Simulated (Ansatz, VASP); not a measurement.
**One calculation of K, two programs**

The input INCAR:

```
SYSTEM = K
PREC = Accurate
ENCUT = 520
EDIFF = 1E-6
ISMEAR = 0
SIGMA = 0.1
LREAL = .False.
LASPH = .True.
NELM = 80
ALGO = Fast
ISIF = 2
LWAVE = .False.
LCHARG = .False.
GGA = PE
NBANDS = 16
```

The input KPOINTS:

```
Automatic mesh
0
Gamma
  12 12 6
  0 0 0
```

Contents of POSCAR:

```
K
1.0
    4.8681688360      0.0000000000      0.0000000000
   -2.4340844180      4.2159578818      0.0000000000
    0.0000000000      0.0000000000      7.2991775642
K
2
Direct
    0.3333333300      0.6666666700      0.2500000000
    0.6666666700      0.3333333300      0.7500000000
```

Input for Ansatz:

```yaml
crystal:
  lattice:
    - [4.868168836, 0.0, 0.0]
    - [-2.434084418, 4.2159578818, 0.0]
    - [0.0, 0.0, 7.2991775642]
  atoms:
    - { symbol: K, position: [0.33333333, 0.66666667, 0.25] }
    - { symbol: K, position: [0.66666667, 0.33333333, 0.75] }
basis:
  ecutwfc: 420
kpoints:
  mp_grid: { grid: [12, 12, 6] }
hamiltonian:
  xc: pbe
scf:
  occupations: { method: gaussian, width: 0.1 }
output:
  forces: true
  stress: true
  eigenvalues: true
```

Alike in both runs: task single point; functional PBE; k mesh 12 × 12 × 6; occupations gaussian, width 0.1 eV; no spin polarisation.

```csv
,VASP,Ansatz
version,VASP 6.6.1,Ansatz 0.2.0
potentials or method,"VASP PAW PBE potentials, release 64 (K_sv)","scalar-relativistic, plane waves, PAW"
plane-wave cutoff (eV),520,420
valence electrons in the cell,18,18
```

```csv
,VASP,Ansatz,Ansatz less VASP
gap on the k mesh at the Fermi level (eV),none,none,-
pressure (GPa),0.0,0.0,+0.01
largest component of the traceless stress (GPa),0.24,0.24,0.000
```

A gap of «none» marks a metal or a gap that the smearing closes. With one functional, cell and mesh, what is left measures potentials, basis and numerics.
